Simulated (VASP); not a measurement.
A run of VASP 6.6.1 is set up as follows.

INCAR

```
ALGO = Normal ; EDIFF = 1E-7
EDIFFG = -0.005 ; ENCUT = 600
GGA = PS ; IBRION = 2
ISIF = 3 ; ISMEAR = 0
LASPH = True ; LCHARG = False
LREAL = False ; LWAVE = False
NELM = 80 ; NSW = 90
PREC = Accurate ; SIGMA = 0.02
```

Contents of KPOINTS:

```
k-points
0
Gamma
  12 12 6
```

File POSCAR:

```
BN
1.0
    2.5539396000      0.0000000000      0.0000000000
   -1.2769698000      2.2117765700      0.0000000000
    0.0000000000      0.0000000000      4.2268550000
B N
2 2
Direct
    0.6666666700      0.3333333300      0.9997240000
    0.3333333300      0.6666666700      0.4997240000
    0.6666666700      0.3333333300      0.6252760000
    0.3333333300      0.6666666700      0.1252760000
```

Potentials or basis: VASP PAW PBE potentials, release 64 (B, N).

Command:

```console
$ cat potpaw_PBE.64/B/POTCAR potpaw_PBE.64/N/POTCAR > POTCAR
$ mpirun -np 1 vasp_std > vasp.out
```

Problem. Estimate the relaxed volume.

Solution. 5.88 Å³/atom.

Problem. Estimate the space group after relaxing (to 0.05 Å).

Solution. P6_3mc (No. 186).

Final structure:
```cif
data_structure
_symmetry_space_group_name_H-M 'P 1'
_symmetry_Int_Tables_number 1
_cell_length_a 2.5417
_cell_length_b 2.5417
_cell_length_c 4.2041
_cell_angle_alpha 90.000
_cell_angle_beta 90.000
_cell_angle_gamma 120.000
_cell_volume 23.52
loop_
_atom_site_label
_atom_site_type_symbol
_atom_site_fract_x
_atom_site_fract_y
_atom_site_fract_z
_atom_site_occupancy
B1 B 0.66667 0.33333 0.99972 1
B2 B 0.33333 0.66667 0.49972 1
N1 N 0.66667 0.33333 0.62528 1
N2 N 0.33333 0.66667 0.12528 1
```

Caveat: the PAW data sets were made with another functional, which shifts forces and pressure a little.
